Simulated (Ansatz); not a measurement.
# As: the cost of one run

Program: Ansatz 0.2.0. Level of theory: DFT PBE+D3(BJ), scalar-relativistic, plane waves, PAW. These are calculated values, not measurements.

33 further runs of the same task are left out: 33 set aside as unsound or not needed.

### Step 1. Starting point

The structure is hexagonal, space group P6/mmm (No. 191). The conventional cell has a = 3.406 Å, b = 3.406 Å, c = 28.574 Å, α = 90.00°, β = 90.00°, γ = 120.00°. Around As (site symmetry -6m2) lie 3 As at 1.97 Å.

As a file:

```
CELL_PARAMETERS angstrom
3.40600 0.00000 0.00000
-1.70300 2.94968 0.00000
0.00000 0.00000 28.57424
ATOMIC_POSITIONS crystal
As 0.33333 0.66667 0.50000
As 0.66667 0.33333 0.50000
```

This is the geometry of the first run shown, built on a cell relaxed beforehand with the same method.

### Step 2. Plan of the line

Atoms count from 1 in the order of the input.

The lattice constant and the buckling of a sheet are varied, nothing relaxed.

First coordinate, lattice constant a of the sheet (both vectors scaled alike): 8 values from 3.348 to 3.750 Å. Second coordinate, buckling: height of As2 above As1: 8 values from 0.000 to 2.096 Å.

Nothing else is relaxed. Points are written as (first, second).

### Step 3. The run at (3.406 Å, 0.000 Å)

Along c the cell is not periodic, so the sheet has no images above or below.

File input.yaml:

```yaml
crystal:
  lattice:
    - [3.406, 0.0, 0.0]
    - [-1.703, 2.9496825253, 0.0]
    - [0.0, 0.0, 28.5742413766]
  atoms:
    - { symbol: As, position: [0.3333333333, 0.6666666667, 0.5] }
    - { symbol: As, position: [0.6666666667, 0.3333333333, 0.5] }
  periodic: [true, true, false]
basis:
  ecutwfc: 420
kpoints:
  mp_grid: { grid: [9, 9, 1] }
hamiltonian:
  xc: pbe
  dispersion: d3bj
scf:
  occupations: { method: gaussian, width: 0.02 }
output:
  forces: true
  stress: true
  eigenvalues: true
  write_density: true
  write_potential: true
  elf: true
  volumetric_format: npy
```

Run with:

```bash
> ansatz run input.yaml --threads 1 --pin off --max-ram 3072MiB --backend cpu --events-out ev --progress --plain --runs-dir out
```

**Question.** How long does this run take on 1 thread of Intel Xeon Platinum 8375C at 2.90GHz (Ice Lake), shared host, and how much memory does it need?

About 5.3 s, with a peak of 0.5 GiB.
